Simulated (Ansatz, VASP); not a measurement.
## One calculation of MgB2H, two programs

INCAR

```
PREC     = Accurate       # precision mode
ENCUT    = 600            # plane-wave cutoff, eV
EDIFF    = 1E-6           # SCF threshold, eV
ISMEAR   = 0              # smearing method
SIGMA    = 0.1            # smearing width, eV
LREAL    = False          # projectors in reciprocal space
LASPH    = True           # aspherical terms in the spheres
NELM     = 100            # most SCF steps
ALGO     = Normal         # electronic algorithm
ISIF     = 3              # what is computed and relaxed
LWAVE    = False          # write WAVECAR
LCHARG   = False          # write CHGCAR
GGA      = PE             # functional
IBRION   = 2              # ionic algorithm
NSW      = 90             # ionic steps
EDIFFG   = -0.04          # ionic threshold
```

File KPOINTS:

```
regular mesh
0
Gamma
  6 6 4
```

File POSCAR:

```
MgB2H
1.0
    3.2009203300      0.0000000000      0.0000000000
   -1.6004601600      2.7720783200      0.0000000000
    0.0000000000      0.0000000000      4.7227705400
Mg B H
1 2 1
Direct
    0.0000000000      0.0000000000      0.5000000000
    0.3333333300      0.6666666700      0.0000000000
    0.6666666700      0.3333333300      0.0000000000
    0.0000000000      0.0000000000      0.0000000000
```

Input for Ansatz:

```yaml
crystal:
  lattice:
    - [3.20092033, 0.0, 0.0]
    - [-1.60046016, 2.77207832, 0.0]
    - [0.0, 0.0, 4.72277054]
  atoms:
    - { symbol: Mg, position: [0.0, 0.0, 0.5] }
    - { symbol: B, position: [0.33333333, 0.66666667, 0.0] }
    - { symbol: B, position: [0.66666667, 0.33333333, 0.0] }
    - { symbol: H, position: [0.0, 0.0, 0.0] }
basis:
  ecutwfc: 420
kpoints:
  mp_grid: { grid: [6, 6, 4] }
hamiltonian:
  xc: pbe
scf:
  occupations: { method: gaussian, width: 0.1 }
  lower_state_search: "off"
output:
  forces: true
  stress: true
  eigenvalues: true
relax:
  adjacent_minimum: "off"
  f_tol: 0.04
  max_steps: 70
  cell: { stress_tol: 0.4 }
```

Alike in both runs: task relaxation of cell and atoms; functional PBE; k mesh 6 × 6 × 4; occupations gaussian, width 0.1 eV; no spin polarisation.

|  | VASP | Ansatz |
| --- | --- | --- |
| version | VASP 6.6.1 | Ansatz 0.2.0 |
| potentials or method | VASP PAW PBE potentials, release 64 (Mg, B, H) | scalar-relativistic, plane waves, PAW |
| plane-wave cutoff (eV) | 600 | 420 |
| valence electrons in the cell | 9 | 17 |

VASP gave:

* gap on the k mesh at the Fermi level, each at its own relaxed structure (eV): none
* relaxed volume (Å³/atom): 8.36
* relaxed cell length with the largest relative difference (Å): 4.274
* energy change over the relaxation (meV/atom): -135

Q: Which values does Ansatz return?

A: gap on the k mesh at the Fermi level, each at its own relaxed structure (eV): none; relaxed volume (Å³/atom): 8.40; relaxed cell length with the largest relative difference (Å): 4.293; energy change over the relaxation (meV/atom): -133.

A gap of «none» marks a metal or a gap that the smearing closes. The two sets of potentials don't hold the same shells in valence.

Caveats: the k mesh is coarse (spacing up to 0.38 Å⁻¹), so the values aren't converged; the volume moved by over 15 % at a fixed basis, so the end points are rough (VASP).
